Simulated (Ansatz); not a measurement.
# Nb under changes of volume

One of the cells (18.922 Å³/atom); the others are scaled copies at fixed shape and fractional positions:

```
CELL_PARAMETERS angstrom
0.00000 2.11500 2.11500
2.11500 0.00000 2.11500
2.11500 2.11500 0.00000
ATOMIC_POSITIONS crystal
Nb 0.00000 0.00000 0.00000
```

This isn't the form of Nb at room conditions, which is bcc.

| Quantity | Value |
| --- | --- |
| Program | Ansatz 0.2.0 |
| Functional | PBE0 |
| Potentials or basis | Ansatz PAW |
| Cutoff | 420 eV (not typed: the program's choice for these potentials) |
| k mesh | 6 × 6 × 6 |
| Occupations | fermi-dirac, width 0.05 eV |
| Spin | no spin polarisation |

```tsv
volume (Å³/atom)	energy over the lowest point (meV/atom)	pressure (GPa)
17.786	?	?
18.165	47.42	3.1
18.543	0.00	1.6
18.922	0.90	-2.3
19.300	10.66	-5.9
19.679	28.48	-9.1
20.057	53.65	-12.0
```

Problem. What does the run at 17.786 Å³/atom give?

Solution. Energy over the lowest point 58.75 meV/atom; pressure 7.4 GPa.

The energies don't lie on one smooth curve, so no fit is given. The run at 18.165 Å³/atom lies farthest off, from a change of basis, grid or state.

Energies are extrapolated to zero smearing.

Caveats: all runs use coarse meshes; the PAW data sets come from PBE, with cores solved anew for the run's functional, which leaves a small shift of forces and pressure; the thresholds are loose for stress.
